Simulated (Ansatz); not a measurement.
# The polar optical mode of TlBr at 9 GPa, worked through

Theory: DFT PBEsol, scalar-relativistic, plane waves, PAW in Ansatz. Settings: 420 eV plane-wave cutoff, Γ-centred 8×8×8 mesh, fixed occupations. No spin polarisation. Phonons by linear response, acoustic sum rule imposed.

The cell, relaxed at 9 GPa:
Space group Pm-3m (No. 221). a = 3.663 Å, b = 3.663 Å, c = 3.663 Å, α = 90.00°, β = 90.00°, γ = 90.00°
| atom | site | symmetry | x | y | z |
| --- | --- | --- | --- | --- | --- |
| Tl | 1a | m-3m | 0.0000 | 0.0000 | 0.0000 |
| Br | 1b | m-3m | 0.5000 | 0.5000 | 0.5000 |

Spin–orbit coupling is left out, which matters for heavy elements. The run warned that the force constants aren't converged on this k mesh, so the frequencies and all that is formed from them are rough. The bands were filled as in an insulator; under compression the gap may have closed between mesh points.

Linear response gives ν_TO = 90.3 cm⁻¹, Born charges ±2.412 e (positive on Tl) and ε∞ = 8.786. The primitive cell holds 49.164 Å³, and the masses are 204.380 and 79.904 amu.

Problem. Find ν_LO and the static dielectric constant.

Solution. The long-wave field adds a restoring force: ω_LO² − ω_TO² = Z*²e²/(ε_vac ε∞ μV). In these units ν_LO² − ν_TO² = 4.92064×10⁷ Z*²/(μ V ε∞) cm⁻², with μ = m₁m₂/(m₁ + m₂) = 57.445 amu: 11535 cm⁻². So ν_LO = √(90.3² + 11535) = 140.3 cm⁻¹, and the run gives 140.3. Lyddane–Sachs–Teller then gives ε0 = ε∞ (ν_LO/ν_TO)² = 21.22, against 21.22 in the run (it forms both from the same three quantities, so the match checks the arithmetic only). Between ν_TO and ν_LO the dielectric function is negative and an undamped crystal reflects fully: a reststrahlen band from 71.3 to 110.8 μm.

Problem. What do the Clausius–Mossotti polarisability and the Szigeti charge come to?

Solution. With the Lorentz local field, α = (3V/4π)(ε∞ − 1)/(ε∞ + 2) = 8.47 Å³ for the pair, and e_S = 3Z*/(ε∞ + 2) = 0.67 e. The Born charge includes the electrons' response to the dipole's own local field, and e_S takes that enhancement out. The Lorentz field assumes point-like polarisable ions, a poor picture once ε∞ is this large, since the electron clouds then overlap or are shared, so both numbers are formal here.

Problem. How strongly does a slow electron couple to the LO mode?

Solution. For one isotropic parabolic band, Fröhlich's constant is α_F = (1/ε∞ − 1/ε0) √(m* Ry/ħω_LO), with Ry = 13.606 eV, ħω_LO = 17.4 meV and m* in free-electron masses: α_F = 0.0667 × 27.97 × √m* = 1.87 √m*. The band mass isn't part of this run; for m* = 0.1, 0.3 and 1 it gives 0.59, 1.02, 1.87. In weak coupling the polaron lies α_F ħω_LO below the band edge (18 meV at m* = 0.3) with a mass m*(1 + α_F/6); past α_F of about 5 or 6 that expansion fails. A semilocal functional's ε∞ tends to be too large, which taken alone lowers α_F.

Cost: 1 run of about 0.27 core-minutes, on Intel Xeon 6975P-C (Granite Rapids) (shared hosts).